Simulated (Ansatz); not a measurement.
The system is MnO.

```
Mn O
1.0
     0.00000    2.22391    2.22391
     2.22391    0.00000    2.22391
     2.22391    2.22391    0.00000
Mn O
1 1
Cartesian
  0.0000 0.0000 0.0000
  2.2239 2.2239 2.2239
```

The cell is a database's computed one.

Program: Ansatz 0.2.0. Alike in all runs: task density of states; potentials or basis all-electron LAPW, scalar-relativistic; spin collinear, ferromagnetic start; cell as given; k mesh 10 × 10 × 10; cutoff (eV) 324; smearing fermi-dirac 0.05 eV; basis error allowed 0.001 eV/atom.

Q: Order these runs on this cell by their band gap on the k mesh, lowest first.
A. level PBEsol+U; U Mn d U = 8 eV
B. level PBEsol+U; U Mn d U = 6 eV
C. level PBEsol

A: C (metal), B (0.32 eV), A (0.54 eV).

Caveats: a cell with one magnetic atom can't hold antiferromagnetic order, which such compounds often take; the magnetic state may not be the lowest (some runs); U is the effective U less J, on atomic orbitals that reach past the spheres (some runs); semilocal functionals often make such compounds metallic where correlation or magnetic order opens a gap, which also shifts bond lengths (some runs).

A k mesh can miss the band edges.

Runs at the PBE level aren't shown here.
